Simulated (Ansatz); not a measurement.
```xyz
2
Lattice="0.0000 2.5343 2.5343 2.5343 0.0000 2.5343 2.5343 2.5343 0.0000" Properties=species:S:1:pos:R:3 pbc="T T T"
Te     3.8015     3.8015     3.8015
Zn     0.0000     0.0000     0.0000
```

No spin polarisation.

Method: r2SCAN (Ansatz, a program for electronic structure, PAW, without spin-orbit coupling), earlier PAW set. Settings: 9×9×9 k-points, 0.05 eV Fermi–Dirac smearing.

Estimate the band gap.

0.65 eV.

What is the computed gap character?

Indirect, Γ → a point along ⟨100⟩, about 1.1 Å⁻¹ from Γ.

Spin-orbit coupling, missing from the scalar runs, can matter with Te. Load acts through the strain it causes; cell and atoms are relaxed under it. No phonon test of stability was made. Measured, ZnTe leaves this structure (for cinnabar) near 9.5 GPa (temperature not stated; as listed in Datta, Sujoy, Jana, Debnarayan, arXiv (2020)), on rising pressure, with hysteresis. The cell was made from ZnTe in the zinc blende structure (space group F-43m, No. 216) by this change: pressure 100 GPa.
